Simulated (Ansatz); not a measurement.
(100) slab cut from the bulk of GaN, 15 Å of vacuum:

```yaml
crystal:
  lattice:
    - [3.18073, 0.00000, 0.00000]
    - [0.00000, 3.18073, 0.00000]
    - [0.00000, 0.00000, 26.24558]
  atoms:
    - { symbol: N, position: [0.00000, 0.50000, 0.28576] }
    - { symbol: Ga, position: [0.50000, 0.50000, 0.32861] }
    - { symbol: N, position: [0.50000, 0.00000, 0.37146] }
    - { symbol: Ga, position: [0.00000, 0.00000, 0.41430] }
    - { symbol: N, position: [0.00000, 0.50000, 0.45715] }
    - { symbol: Ga, position: [0.50000, 0.50000, 0.50000] }
    - { symbol: N, position: [0.50000, 0.00000, 0.54285] }
    - { symbol: Ga, position: [0.00000, 0.00000, 0.58570] }
    - { symbol: N, position: [0.00000, 0.50000, 0.62854] }
    - { symbol: Ga, position: [0.50000, 0.50000, 0.67139] }
    - { symbol: N, position: [0.50000, 0.00000, 0.71424] }
```

These are results of DFT PBEsol, scalar-relativistic, plane waves, PAW in Ansatz, not measurements. Cutoff 420 eV; k points 8×8×1 on the computed 11-atom cell (Γ-centred); Gaussian smearing, width 0.05 eV; no spin polarisation. A dipole correction removes the field between periodic images along c.

This base run converges in 15 iterations with a largest force of 1.723 eV/Å and a work function of 8.27 eV on the top face.

One setting at a time is then changed, some of them on purpose to poor values; changes count from the base run, energies are extrapolated to zero smearing, atoms stay where they are, a change of functional drops any dispersion correction, and risky runs are capped at 50 to 100 iterations. The slab isn't stoichiometric (Ga5N6).

(1) What does each change do? k mesh 2×2×1; vacuum of 7 Å; vacuum of 3 Å; functional r2SCAN (500 eV); no dipole correction, vacuum of 5 Å; cutoff 550 eV; no preconditioner, β = 0.7; occupations gaussian 0.01 eV.

The cell has an odd number of electrons and was run without spin polarisation, which forces a half-filled band: energy, forces and stress belong to that artificial state. The smearing is narrow for a metal on this mesh. In some of the runs (vacuum 7, vacuum 3) charge leaks into the vacuum, so their work functions can be off.

Results:

(1)
```tsv
change	outcome	SCF iterations	ΔE (meV/atom)	Δφ top (eV)	largest force (eV/Å)	largest change of a force (eV/Å)
k mesh 2×2×1	converged	21	+179.1	-0.15	1.314	0.409
vacuum of 7 Å	converged with warnings	15	0.0	-0.01	1.723	0.001
vacuum of 3 Å	converged with warnings	14	-7.9	-4.12	1.817	0.123
functional r2SCAN (500 eV)	converged	12		+0.33	1.802	0.079
no dipole correction, vacuum of 5 Å	converged	14	+0.1		1.723	0.002
cutoff 550 eV	converged	15	-3.6	0.00	1.722	0.001
no preconditioner, β = 0.7	converged	16	0.0	0.00	1.723	0.000
occupations gaussian 0.01 eV	converged	19	+0.1	+0.01	1.696	0.027
```

The reference crystal is the zinc-blende form of GaN, which isn't its usual structure.

Cost: 9 runs of about 13 core-minutes in all, on Intel Xeon Processor @ 2.50GHz (Skylake/Cascade Lake) (shared hosts).